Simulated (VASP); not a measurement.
# CuI: from the relaxed cell to its vibrations

What lattice, stiffness and vibrations does CuI have at one level of theory? The starting structure is a measured crystal structure from the Crystallography Open Database. All runs use LDA.

Calculated with VASP 6.6.1; Kohn-Sham DFT with plane waves and PAW; LDA.

The database entry behind the starting cell differs from later determinations by our own check (about 0.4 % short), so it need not match the best structure at ambient conditions.

**1. The structure**

Symmetry: F-43m, No. 216, cubic system. Conventional cell: a = 6.032 Å, b = 6.032 Å, c = 6.032 Å, α = 90.00°, β = 90.00°, γ = 90.00°. Nearest to I lie 4 Cu at 2.61 Å. Nearest to Cu lie 4 I at 2.61 Å. Farther neighbours and most contacts between anions are not listed.

Coordinates:

```xyz
2
Lattice="0.0000 3.0160 3.0160 3.0160 0.0000 3.0160 3.0160 3.0160 0.0000" Properties=species:S:1:pos:R:3 pbc="T T T"
I     0.0000    0.0000    0.0000
Cu    4.5240    4.5240    4.5240
```

**2. Relaxation**

This run starts from the cell of an earlier relaxation, which isn't shown; the restart sets up the plane waves anew.

INCAR reads:

```
SYSTEM = CuI
PREC = Accurate
ENCUT = 500
EDIFF = 1E-07
NELM = 100
ISMEAR = 0
SIGMA = 0.03
LREAL = .FALSE.
ALGO = Normal
GGA = CA
NBANDS = 15
LASPH = .TRUE.
LORBIT = 11
LWAVE = .FALSE.
LCHARG = .FALSE.
KPAR = 4
IBRION = 2
NSW = 50
ISIF = 3
EDIFFG = -0.002
```

POSCAR reads:

```
CuI
1.0
    0.0000000000      2.9330723183      2.9330723183
    2.9330723183      0.0000000000      2.9330723183
    2.9330723183      2.9330723183      0.0000000000
I Cu
1 1
Direct
    0.0000000000      0.0000000000      0.0000000000
    0.7500000000      0.7500000000      0.7500000000
```

KPOINTS reads:

```
Automatic mesh
0
Gamma
6 6 6
0 0 0
```

Potentials, in the order of the species: I and Cu (LDA family, release 64).

The run is started by

```console
$ mpirun -np 4 vasp_std
```

Log:

```text
[banner, memory and clock lines left out]
running    4 mpi-ranks, on    1 nodes
 distrk:  each k-point on    1 cores,    4 groups
 distr:  one band on    1 cores,    1 groups

 POSCAR found type information on POSCAR I Cu
 POSCAR found :  2 types and       2 ions
 LDA part: xc-table for (Slater(with rela. corr.)+CA(PZ))
 , standard interpolation
 POSCAR, INCAR and KPOINTS ok, starting setup
 FFT: planning ... GRIDC
 FFT: planning ... GRID_SOFT
 FFT: planning ... GRID
 WAVECAR not read
 entering main loop
       N       E                     dE             d eps       ncg     rms          rms(c)
DAV:   1     0.929396802497E+02    0.92940E+02   -0.73725E+03   480   0.131E+03
DAV:   2    -0.166036366867E+01   -0.94600E+02   -0.87972E+02   501   0.250E+02
DAV:   3    -0.716333677132E+01   -0.55030E+01   -0.54179E+01   655   0.631E+01
DAV:   4    -0.731528671397E+01   -0.15195E+00   -0.15188E+00   543   0.994E+00
DAV:   5    -0.732401087547E+01   -0.87242E-02   -0.87240E-02   759   0.267E+00    0.637E+00
DAV:   6    -0.721569827247E+01    0.10831E+00   -0.39814E+00   494   0.595E+01    0.402E+00
DAV:   7    -0.700018407703E+01    0.21551E+00   -0.95628E-01   543   0.361E+01    0.198E+00
DAV:   8    -0.699698375473E+01    0.32003E-02   -0.54721E-02   768   0.382E+00    0.537E-01
DAV:   9    -0.699292214650E+01    0.40616E-02   -0.11470E-02   585   0.343E+00    0.267E-01
DAV:  10    -0.699295661011E+01   -0.34464E-04   -0.65826E-04   613   0.179E-01    0.191E-01
DAV:  11    -0.699277970085E+01    0.17691E-03   -0.88185E-04   628   0.106E+00    0.406E-02
DAV:  12    -0.699278316441E+01   -0.34636E-05   -0.10986E-04   663   0.131E-01    0.425E-02
DAV:  13    -0.699278259671E+01    0.56770E-06   -0.26561E-06   635   0.114E-02    0.230E-02
DAV:  14    -0.699278147416E+01    0.11226E-05   -0.16151E-06   716   0.301E-02    0.938E-03
DAV:  15    -0.699278125596E+01    0.21820E-06   -0.74087E-07   741   0.229E-02    0.525E-03
DAV:  16    -0.699278122925E+01    0.26711E-07   -0.12840E-07   318   0.129E-02
   1 F= -.69927812E+01 E0= -.69927812E+01  d E =-.699278E+01
 curvature:   0.00 expect dE= 0.000E+00 dE for cont linesearch  0.000E+00
 trial: gam= 0.00000 g(F)=  0.760E-47 g(S)=  0.262E-05 ort = 0.000E+00 (trialstep = 0.100E+01)
 search vector abs. value=  0.262E-05
 bond charge predicted
       N       E                     dE             d eps       ncg     rms          rms(c)
DAV:   1    -0.699283410751E+01   -0.52852E-04   -0.78905E-04   508   0.687E-01    0.574E-02
DAV:   2    -0.699280352580E+01    0.30582E-04   -0.46031E-04   508   0.709E-01    0.251E-02
DAV:   3    -0.699278213520E+01    0.21391E-04   -0.94826E-05   508   0.343E-01    0.101E-02
DAV:   4    -0.699278034195E+01    0.17933E-05   -0.55019E-06   625   0.229E-02    0.356E-03
DAV:   5    -0.699278023553E+01    0.10642E-06   -0.14568E-07   477   0.103E-02    0.282E-03
DAV:   6    -0.699278016534E+01    0.70190E-07   -0.64377E-08   303   0.490E-03
   2 F= -.69927802E+01 E0= -.69927802E+01  d E =0.106391E-05
 trial-energy change:    0.000001  1 .order   -0.000001   -0.000003    0.000001
 step:   0.6493(harm=  0.6493)  dis= 0.00000  next Energy=    -6.992782 (dE=-0.851E-06)
 reached required accuracy - stopping structural energy minimisation
```

It took 5.4 s on 4 MPI ranks of Intel Xeon 6975P-C (Granite Rapids), shared host; peak memory 0.59 GiB; 19 s of CPU time.

Lines that name or quote the potential files are left out of all logs, and their timing lines are given in words.

From OUTCAR (step 2):

```text
ion  position               nearest neighbor table
   1  0.000  0.000  0.000-   2 2.54   2 2.54   2 2.54   2 2.54
   2  0.750  0.750  0.750-   1 2.54   1 2.54   1 2.54   1 2.54

  LATTYP: Found a face centered cubic cell.
 ALAT       =     5.8661446366

 Subroutine GETGRP returns: Found 24 space group operations
 (whereof 24 operations were pure point group operations)

The static configuration has the point symmetry T_d .

 Found     16 irreducible k-points:

   k-points           NKPTS =     16   k-points in BZ     NKDIM =     16   number of bands    NBANDS=     15

   dimension x,y,z NGX =    30 NGY =   30 NGZ =   30
   dimension x,y,z NGXF=    60 NGYF=   60 NGZF=   60

   ENCUT  =  500.0 eV  36.75 Ry    6.06 a.u.   7.56  7.56  7.56*2*pi/ulx,y,z

   NELECT =      18.0000    total number of electrons

 k-points in reciprocal lattice and weights: Automatic mesh
   0.00000000  0.00000000  0.00000000       0.005
   0.16666667  0.00000000  0.00000000       0.037
   0.33333333  0.00000000  0.00000000       0.037
   0.50000000  0.00000000  0.00000000       0.019
   0.16666667  0.16666667  0.00000000       0.028
   0.33333333  0.16666667  0.00000000       0.111
   0.50000000  0.16666667  0.00000000       0.111
  -0.33333333  0.16666667  0.00000000       0.111
  -0.16666667  0.16666667  0.00000000       0.056
[...]
-0.33333333  0.33333333  0.16666667       0.111
  -0.33333333  0.50000000  0.16666667       0.056

 average (electrostatic) potential at core
       1 -92.1092       2 -66.0889

 E-fermi :   5.5294

 k-point     1 :       0.0000    0.0000    0.0000
  band No.  band energies     occupation
    ...
      5       2.9512      2.00000
      6       2.9512      2.00000
      7       5.3234      2.00000
      8       5.3234      2.00000
      9       5.3234      2.00000
     10       6.6021      0.00000
     11      10.0743      0.00000
     12      10.0743      0.00000
     13      10.0743      0.00000
     14      13.4405      0.00000
    ...

 k-point     2 :       0.1667    0.0000    0.0000
  band No.  band energies     occupation
    ...
      5       2.9395      2.00000
      6       2.9395      2.00000
      7       4.2185      2.00000
      8       5.0738      2.00000
      9       5.0738      2.00000
     10       7.5560      0.00000
     11      10.1858      0.00000
     12      10.4706      0.00000
     13      10.4706      0.00000
     14      14.1484      0.00000
    ...

 k-point     3 :       0.3333    0.0000    0.0000
  band No.  band energies     occupation
    ...
      5       2.9510      2.00000
      6       2.9510      2.00000
      7       3.3188      2.00000
      8       4.6383      2.00000
      9       4.6383      2.00000
     10       7.5924      0.00000
     11      10.7344      0.00000
     12      10.7344      0.00000
     13      11.9724      0.00000
     14      13.8743      0.00000
    ...

  Total        0.0032504      0.0032504      0.0032504      0.0000000      0.0000000     -0.0000000
  in kB        0.1032373      0.1032373      0.1032373      0.0000000      0.0000000     -0.0000000
  external PRESSURE =       0.1032373 kB  Pullay stress =       0.0000000 kB

  energy-cutoff  :      500.00
  volume of cell :       50.44
      direct lattice vectors                 reciprocal lattice vectors
     0.000000000  2.932646521  2.932646521    -0.170494465  0.170494465  0.170494465
     2.932646521 -0.000000000  2.932646521     0.170494465 -0.170494465  0.170494465
     2.932646521  2.932646521  0.000000000     0.170494465  0.170494465 -0.170494465

 POSITION                                       TOTAL-FORCE (eV/Angst)
 -----------------------------------------------------------------------------------
      2.93265      2.93265      5.86529        -0.000000      0.000000     -0.000000
      4.39897      4.39897      4.39897         0.000000     -0.000000      0.000000
 -----------------------------------------------------------------------------------
    total drift:                               -0.000000     -0.000000     -0.000000

  FREE ENERGIE OF THE ION-ELECTRON SYSTEM (eV)
  ---------------------------------------------------
  free  energy   TOTEN  =        -6.9927801653 eV

  energy  without entropy=       -6.9927801653  energy(sigma->0) =       -6.99278017

 reached required accuracy - stopping structural energy minimisation

 total charge
# of ion       s       p       d       tot
------------------------------------------
    1        1.494   2.778   0.068   4.340
    2        0.369   0.330   9.327  10.026
--------------------------------------------------
tot          1.863   3.108   9.395  14.366

[... 3 further parts left out ...]
```

CONTCAR:

```
CuI
   1.00000000000000
     0.0000000000000000    2.9326465207184307    2.9326465207184307
     2.9326465207184307   -0.0000000000000000    2.9326465207184307
     2.9326465207184307    2.9326465207184307    0.0000000000000000
  I               Cu
     1     1
Direct
     1.0000000000000000    1.0000000000000000    0.0000000000000000
     0.7500000000000000    0.7500000000000000    0.7500000000000000
```

The run keeps the 24 symmetry operations of its start, so it cannot find a distortion of lower symmetry.

The relaxed cell holds 25.222 Å³ an atom, with a = 5.865 Å (-2.8 % against the database cell). Pressures at 0.985 and 1.015 times this volume, from two more relaxations that aren't shown, give a bulk modulus of 56.8 GPa.

**3. Elastic constants**

INCAR reads:

```
SYSTEM = CuI
PREC = Accurate
ENCUT = 700
EDIFF = 1E-08
NELM = 100
ISMEAR = 0
SIGMA = 0.03
LREAL = .FALSE.
ALGO = Normal
GGA = CA
NBANDS = 15
LASPH = .TRUE.
LORBIT = 11
LWAVE = .FALSE.
LCHARG = .FALSE.
KPAR = 4
IBRION = 6
NFREE = 2
POTIM = 0.015
ISIF = 3
NSW = 1
```

POSCAR reads:

```
CuI
1.0
    0.0000000000      2.9326465207      2.9326465207
    2.9326465207      0.0000000000      2.9326465207
    2.9326465207      2.9326465207      0.0000000000
I Cu
1 1
Direct
    0.0000000000      0.0000000000      0.0000000000
    0.7500000000      0.7500000000      0.7500000000
```

KPOINTS reads:

```
Automatic mesh
0
Gamma
8 8 8
0 0 0
```

The run is started by

```console
$ mpirun -np 4 vasp_std
```

Log:

```text
[... set-up lines as in an earlier step ...]
 entering main loop
       N       E                     dE             d eps       ncg     rms          rms(c)
DAV:   1     0.105381119553E+03    0.10538E+03   -0.93581E+03   870   0.170E+03
DAV:   2     0.620294457200E+00   -0.10476E+03   -0.97130E+02   912   0.284E+02
DAV:   3    -0.710365975329E+01   -0.77240E+01   -0.75893E+01  1171   0.780E+01
DAV:   4    -0.731836441566E+01   -0.21470E+00   -0.21454E+00  1033   0.116E+01
[...]
DAV:  15    -0.699622902480E+01    0.21352E-06   -0.90431E-07  1295   0.281E-02    0.189E-03
DAV:  16    -0.699622903612E+01   -0.11317E-07   -0.12618E-07  1350   0.883E-03    0.203E-03
DAV:  17    -0.699622902779E+01    0.83223E-08   -0.21804E-08   743   0.491E-03
   1 F= -.69962290E+01 E0= -.69962290E+01  d E =-.513758E-12
[... from here on, the cycles between the ionic steps are left out ...]
   2 F= -.69938333E+01 E0= -.69938333E+01  d E =-.531675E-22
   3 F= -.69935986E+01 E0= -.69935986E+01  d E =-.606781E-14
   4 F= -.69938333E+01 E0= -.69938333E+01  d E =-.528317E-22
   5 F= -.69935986E+01 E0= -.69935986E+01  d E =-.607757E-14
   6 F= -.69938333E+01 E0= -.69938333E+01  d E =-.528250E-22
   7 F= -.69935986E+01 E0= -.69935986E+01  d E =-.603134E-14
   8 F= -.69944953E+01 E0= -.69944953E+01  d E =-.296525E-23
   9 F= -.69944952E+01 E0= -.69944952E+01  d E =-.295976E-23
  10 F= -.69944953E+01 E0= -.69944953E+01  d E =-.296768E-23
  11 F= -.69944952E+01 E0= -.69944952E+01  d E =-.296372E-23
  12 F= -.69944953E+01 E0= -.69944953E+01  d E =-.296601E-23
  13 F= -.69944952E+01 E0= -.69944952E+01  d E =-.296384E-23
  14 F= -.69958076E+01 E0= -.69958076E+01  d E =-.105640E-11
  15 F= -.69958076E+01 E0= -.69958076E+01  d E =-.104792E-11
  16 F= -.69958049E+01 E0= -.69958049E+01  d E =-.105425E-11
  17 F= -.69958048E+01 E0= -.69958048E+01  d E =-.105731E-11
 Finite differences progress:
  Degree of freedom:   8/  8
  Displacement:        2/  2
  Total:              16/ 16
```

Wall time 3 min (4 MPI ranks); peak memory 1.6 GiB; 11 min of CPU time.

From OUTCAR (step 3):

```text
  Total        0.0045974      0.0059796      0.0059796      0.0000000     -0.0772526      0.0000000
  in kB        0.1460219      0.1899228      0.1899228      0.0000000     -2.4536594      0.0000000
  external PRESSURE =       0.1752892 kB  Pullay stress =       0.0000000 kB

 POSITION                                       TOTAL-FORCE (eV/Angst)
 -----------------------------------------------------------------------------------
      0.00000      0.00000      0.00000        -0.056392      0.000000      0.000000
      4.38397      4.39897      4.39897         0.056392      0.000000      0.000000
 -----------------------------------------------------------------------------------
    total drift:                                0.000190     -0.000000     -0.000000

  FREE ENERGIE OF THE ION-ELECTRON SYSTEM (eV)
  ---------------------------------------------------
  free  energy   TOTEN  =        -6.9958048448 eV

  energy  without entropy=       -6.9958048448  energy(sigma->0) =       -6.99580484

[... 3 further parts left out ...]
[key lines of the parts left out:]
E-fermi :   5.4521
```

The last energy, forces and stress in OUTCAR belong to the last displaced cell, not to that of POSCAR.

The elastic tensor has C11 = 70.9, C12 = 49.4, C44 = 26.6 GPa; its Hill averages are a bulk modulus of 56.6 and a shear modulus of 18.5 GPa.

**4. Modes of the relaxed cell**

INCAR reads:

```
SYSTEM = CuI
PREC = Accurate
ENCUT = 500
EDIFF = 1E-08
NELM = 100
ISMEAR = 0
SIGMA = 0.03
LREAL = .FALSE.
ALGO = Normal
GGA = CA
NBANDS = 15
LASPH = .TRUE.
LORBIT = 11
LWAVE = .FALSE.
LCHARG = .FALSE.
KPAR = 4
IBRION = 8
LEPSILON = .TRUE.
LPEAD = .TRUE.
ISIF = 2
```

POSCAR is that of step 3.

KPOINTS reads:

```
Automatic mesh
0
Gamma
12 12 12
0 0 0
```

The run is started by

```console
$ mpirun -np 4 vasp_std
```

Log:

```text
[... set-up lines as in an earlier step ...]
 entering main loop
       N       E                     dE             d eps       ncg     rms          rms(c)
DAV:   1     0.959003212595E+02    0.95900E+02   -0.75482E+03  2160   0.130E+03
DAV:   2    -0.101707751399E+01   -0.96917E+02   -0.89229E+02  2293   0.245E+02
DAV:   3    -0.714477937355E+01   -0.61277E+01   -0.60442E+01  2895   0.657E+01
DAV:   4    -0.732007847725E+01   -0.17530E+00   -0.17522E+00  2543   0.104E+01
[...]
DAV:  15    -0.699659364963E+01    0.19767E-06   -0.88691E-07  3290   0.277E-02    0.177E-03
DAV:  16    -0.699659365999E+01   -0.10367E-07   -0.11035E-07  3304   0.697E-03    0.178E-03
DAV:  17    -0.699659365262E+01    0.73696E-08   -0.15772E-08  1657   0.448E-03
   1 F= -.69965937E+01 E0= -.69965937E+01  d E =-.146427E-12
 Linear response reoptimize wavefunctions to high precision
DAV:   1    -0.699659365281E+01   -0.18645E-09   -0.72684E-09  3107   0.112E-03
DAV:   2    -0.699659365283E+01   -0.23647E-10   -0.32744E-10  1382   0.127E-04
 Linear response to external field (no local field effect), progress :
[...]
RMM:  15    -0.779541592860E-01   -0.43363E-08    0.84105E-09 14047   0.122E-05    0.272E-06
 first order change of Fermi-energy   0.36291E-03
 force on displaced ion       1 direction 1 :  -3.751  -0.000  -0.000
 Born effective charge ion    1 direction 1 :  -0.959   0.000   0.000
 Linear response progress:
  Degree of freedom:   2/  2
       N       E                     dE             d eps       ncg     rms          rms(c)
RMM:   1    -0.246783869915E+00   -0.24678E+00   -0.12665E-01 11914   0.515E+00
RMM:   2    -0.246911764346E+00   -0.12789E-03   -0.84179E-03 11642   0.109E+00    0.869E-02
RMM:   3    -0.247269460527E+00   -0.35770E-03   -0.10716E-03 13206   0.263E-01    0.516E-02
RMM:   4    -0.247594375881E+00   -0.32492E-03   -0.10297E-04 13928   0.808E-02    0.508E-03
[...]
RMM:  12    -0.247585092723E+00   -0.13766E-06    0.11582E-10 14407   0.471E-05    0.226E-05
RMM:  13    -0.247585124764E+00   -0.32042E-07   -0.56910E-10 14507   0.237E-05    0.110E-05
RMM:  14    -0.247585117246E+00    0.75181E-08   -0.50566E-10 14719   0.192E-05    0.494E-06
 first order change of Fermi-energy  -0.22052E-03
 force on displaced ion       2 direction 1 :  -3.781   0.000   0.000
 Born effective charge ion    2 direction 1 :   0.958   0.000   0.000
 Born effective charges drift removed
 Linear response finished
```

Run time: 3.8 min. Hardware: 4 MPI ranks; peak memory 2.8 GiB.

From OUTCAR (step 4):

```text
  Total       -0.0051109     -0.0051109     -0.0051109      0.0000000     -0.0000000      0.0000000
  in kB       -0.1623306     -0.1623306     -0.1623306      0.0000000     -0.0000000      0.0000000
  external PRESSURE =      -0.1623306 kB  Pullay stress =       0.0000000 kB

 POSITION                                       TOTAL-FORCE (eV/Angst)
 -----------------------------------------------------------------------------------
      0.00000      0.00000      0.00000        -0.000000     -0.000000     -0.000000
      4.39897      4.39897      4.39897         0.000000      0.000000      0.000000
 -----------------------------------------------------------------------------------
    total drift:                               -0.000000     -0.000000     -0.000000

 MACROSCOPIC STATIC DIELECTRIC TENSOR (including local field effects in DFT)
 ------------------------------------------------------
           6.697529     0.000000    -0.000000
           0.000000     6.697529     0.000000
           0.000000    -0.000000     6.697529
 ------------------------------------------------------

 MACROSCOPIC STATIC DIELECTRIC TENSOR IONIC CONTRIBUTION
 ------------------------------------------------------
           0.874985    -0.000000    -0.000000
          -0.000000     0.874985     0.000000
          -0.000000     0.000000     0.874985
 ------------------------------------------------------

[... 2 further parts left out ...]
```

The zone-centre modes at 25.222 Å³ an atom are T2 155.6 cm⁻¹.

(Part 1 of 2 ends here.)

[Lines on the potential files, build, host, timing and source positions are cut from VASP's logs without a mark.]

[Logs are printed without paths, hosts, clocks, repeated set-up lines and the standing remarks that a program may print on its own settings, such as how far it seeks lower states.]

[Hosts, paths, dates, database ids (printed as entryN), source tags and the programs' standing remarks are cut or masked in the printed files.]
